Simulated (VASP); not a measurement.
# AlN: relaxation of cell and atoms with LDA

Crystal: AlN.

```
Al N
1.0
     3.08369    0.00000    0.00000
     0.00000    4.36099    0.00000
     0.00000    0.00000    3.09458
Al N
2 2
Direct
  0.00000 0.00000 0.00000
  0.50000 0.50000 0.50000
  0.00000 0.25000 0.50000
  0.50000 0.75000 0.00000
```

The cell comes from a database or a generator and needn't be the stable form of this composition.

```json
{"Program": "VASP 6.6.1", "Task": "relaxation of cell and atoms", "Functional": "LDA", "Potentials or basis": "VASP PAW LDA potentials, release 64 (Al, N)", "Cutoff": "600 eV", "k mesh": "8 × 6 × 8", "Occupations": "gaussian, width 0.02 eV", "Spin": "no spin polarisation", "Further INCAR settings": "ALGO = Normal; EDIFF = 1e-07; IBRION = 2; EDIFFG = -0.005; NSW = 40; ISIF = 3"}
```

| Quantity | Value |
| --- | --- |
| Relaxed volume | 10.31 Å³/atom |
| Relaxed cell | a = 3.084 Å, b = 4.361 Å, c = 3.068 Å, α = 90.00°, β = 90.00°, γ = 90.00° |
| Space group after relaxing (to 0.05 Å) | F-43m (No. 216) |
| Energy gained by relaxing | 1.0 meV/atom |
| Ionic steps | 5 |
| Pressure after relaxing | -1.1 GPa |
| Band gap on the k mesh | 3.20 eV |

Stress tensor (GPa, compression positive):
```
-1.93  0.00  0.00
 0.00 -1.33  0.00
 0.00  0.00  0.00
```

The path:
```tsv
step	energy change (eV)	largest force (eV/Å)	pressure (GPa)	volume (Å³)
1	0.0000	0.0310	-2.85	41.62
2	-0.0026	0.1223	-0.44	41.13
3	-0.0038	0.0665	-1.32	41.30
4	-0.0041	0.0083	-1.06	41.25
5	-0.0041	0.0001	-1.09	41.26
```

Final structure:
```xyz
4
Lattice="3.0837 0.0000 0.0000 0.0000 4.3610 0.0000 0.0000 0.0000 3.0678" Properties=species:S:1:pos:R:3 pbc="T T T"
Al    0.0000    4.3594    0.0000
Al    1.5418    2.1789    1.5339
N     0.0000    1.0918    1.5339
N     1.5418    3.2723    0.0000
```

Levels at points of the mesh, in eV from the valence-band top:
| k point | band 6 | band 7 | band 8 | band 9 | band 10 | band 11 |
| --- | --- | --- | --- | --- | --- | --- |
| (0.00, 0.00, 0.00) | -0.05 | -0.03 | 0.00 | 3.21 | 4.30 | 8.47 |
| (0.50, 0.00, 0.00) | -2.57 | -0.52 | -0.52 | 7.75 | 7.75 | 9.25 |
| (0.00, 0.50, 0.00) | -1.05 | -0.98 | -0.98 | 5.92 | 5.92 | 10.12 |
| (0.50, 0.50, 0.00) | -0.52 | -0.48 | -0.48 | 7.35 | 7.35 | 9.80 |
| (0.00, 0.00, 0.50) | -2.55 | -0.57 | -0.57 | 7.73 | 7.73 | 9.17 |
| (0.50, 0.00, 0.50) | -1.84 | -1.84 | -1.84 | 3.20 | 3.20 | 8.43 |
| (0.00, 0.50, 0.50) | -0.53 | -0.52 | -0.52 | 7.31 | 7.31 | 9.81 |
| (0.50, 0.50, 0.50) | -3.54 | -2.78 | -2.78 | 5.94 | 5.94 | 11.27 |

Wall time 75 s on 1 thread of Intel(R) Xeon(R) Platinum 8488C (Sapphire Rapids), with other jobs on the host, peak memory 0.18 GiB.

A k mesh can miss the band edges. As with any semilocal functional, this LDA gap is likely too small.
